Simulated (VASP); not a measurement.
## PbS: single point with PBE

Crystal: PbS.

```
Pb S
1.0
    -0.05414    3.24684    3.24684
     3.24684   -0.05414    3.24684
     3.24684    3.24684   -0.05414
Pb S
1 1
Direct
  0.99832 0.99832 0.99832
  0.25168 0.25168 0.25168
```

The cell was built by a generator and needn't be a form met in nature.

The cell isn't the ideal one: shear_111 strain -2.5%.

* Program: VASP 6.6.1
* Task: single point
* Functional: PBE
* Potentials or basis: VASP PAW PBE potentials, release 64 (Pb_d, S)
* Cutoff: 520 eV
* k mesh: 6 × 6 × 6
* Occupations: fermi-dirac, width 0.02 eV
* Spin: no spin polarisation

The pressure is 1.7 GPa, the largest force is 0.005 eV/Å and the band gap on the k mesh is 0.87 eV, indirect (least direct gap 1.25 eV).

Forces in eV/Å, atoms in the order of the input:
```
Pb  -0.003 -0.003 -0.003
S    0.003  0.003  0.003
```

Stress tensor (GPa, compression positive):
```
 1.67 -0.14 -0.14
-0.14  1.67 -0.14
-0.14 -0.14  1.67
```

Levels at points of the mesh, in eV from the valence-band top:
```
           k point  band 6  band 7  band 8  band 9  band 10  band 11  band 12  band 13  band 14  band 15
(0.00, 0.00, 0.00)  -12.66   -5.77   -1.72   -1.72    -1.64     2.56     2.56     2.69     5.44     8.73
(0.50, 0.00, 0.00)  -11.90   -7.67   -2.23   -2.17    -1.81     3.31     3.36     3.74     7.21     8.66
(0.50, 0.50, 0.00)  -11.58   -8.07   -2.98   -2.88    -0.38     0.87     5.26     5.31     6.14     8.89
(0.50, 0.50, 0.50)  -11.85   -7.63   -2.26   -2.26    -1.99     3.25     3.25     3.84     7.12     8.83
```

It took 100 s on 1 thread of AMD EPYC 7R43 64-Core Processor (Zen 3), on a shared host, peak memory 0.18 GiB.

Caveat: spin-orbit coupling is left out, which as a rule narrows the gap of such compounds by several tenths of an eV. A k mesh can miss the band edges.
